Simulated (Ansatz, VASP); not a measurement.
## One calculation of Sn, two programs

INCAR

```
SYSTEM = Sn
PREC = Accurate
ENCUT = 520
EDIFF = 1E-6
ISMEAR = 0
SIGMA = 0.15
LREAL = .False.
LASPH = .True.
NELM = 100
ALGO = Normal
ISIF = 2
LWAVE = .False.
LCHARG = .False.
NBANDS = 21
```

File KPOINTS:

```
regular mesh
0
Gamma
  18 18 18
  0 0 0
```

Contents of POSCAR:

```
Sn
1.0
   -3.1038098185      3.1038098185      1.4350810438
    3.1038098185     -3.1038098185      1.4350810438
    3.1038098185      3.1038098185     -1.4350810438
Sn
2
Direct
    0.7500000000      0.2500000000      0.5000000000
    0.0000000000      0.0000000000      0.0000000000
```

Input for Ansatz:

```yaml
crystal:
  lattice:
    - [-3.1038098185, 3.1038098185, 1.4350810438]
    - [3.1038098185, -3.1038098185, 1.4350810438]
    - [3.1038098185, 3.1038098185, -1.4350810438]
  atoms:
    - { symbol: Sn, position: [0.75, 0.25, 0.5] }
    - { symbol: Sn, position: [0.0, 0.0, 0.0] }
basis:
  ecutwfc: 420
kpoints:
  mp_grid: { grid: [18, 18, 18] }
hamiltonian:
  xc: lda
scf:
  occupations: { method: gaussian, width: 0.15 }
output:
  forces: true
  stress: true
  eigenvalues: true
```

Alike in both runs: task single point; functional LDA; k mesh 18 × 18 × 18; occupations gaussian, width 0.15 eV; no spin polarisation.

|  | VASP | Ansatz |
| --- | --- | --- |
| version | VASP 6.6.1 | Ansatz 0.2.0 |
| potentials or method | VASP PAW LDA potentials, release 64 (Sn_d) | scalar-relativistic, plane waves, PAW |
| plane-wave cutoff (eV) | 520 | 420 |
| valence electrons in the cell | 28 | 28 |

VASP gave:

- gap on the k mesh at the Fermi level (eV): none
- pressure (GPa): -0.8
- largest component of the traceless stress (GPa): 8.46

What did Ansatz give for the same quantities?

gap on the k mesh at the Fermi level (eV): none; pressure (GPa): -0.7; largest component of the traceless stress (GPa): 8.41.

A gap of «none» marks a metal or a gap that the smearing closes.
